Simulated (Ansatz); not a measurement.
MoS2, a slab with vacuum:

```
CELL_PARAMETERS angstrom
3.18454 0.00000 0.00000
-1.59227 2.75789 0.00000
0.00000 0.00000 21.67053
ATOMIC_POSITIONS crystal
Mo 0.33333 0.66667 0.85116
Mo 0.66667 0.33333 0.14884
S 0.66667 0.33333 0.77963
S 0.33333 0.66667 0.07725
S 0.66667 0.33333 0.92275
S 0.33333 0.66667 0.22037
```

Base run:

| Quantity | Value |
| --- | --- |
| Program | Ansatz 0.2.0 |
| Functional | LDA |
| Potentials or basis | Ansatz PAW |
| Cutoff | 420 eV (not typed: the program's choice for these potentials) |
| k mesh | 10 × 10 × 2 |
| Occupations | fermi-dirac, width 0.05 eV |
| Spin | no spin polarisation |

Its results: band gap on the k mesh 1.36 eV, indirect (least direct gap 1.89 eV); largest force 0.379 eV/Å.

The run is repeated on the same cell with these changes: functional from LDA to r2SCAN; cutoff from 420 eV (not typed: the program's choice for these potentials) to 500 eV (not typed: the program's choice for these potentials). What comes out?

Band gap on the k mesh 1.46 eV, indirect (least direct gap 2.00 eV); largest force 0.034 eV/Å.

r2SCAN gives the wider gap, since meta-GGAs in the generalised Kohn-Sham scheme recover part of the derivative discontinuity.

Caveats: the k mesh misses the band edges, so the gap on the mesh is wider than the one along the path; the PAW data sets come from PBE, with cores solved anew for the run's functional, which leaves a small shift of forces and pressure.
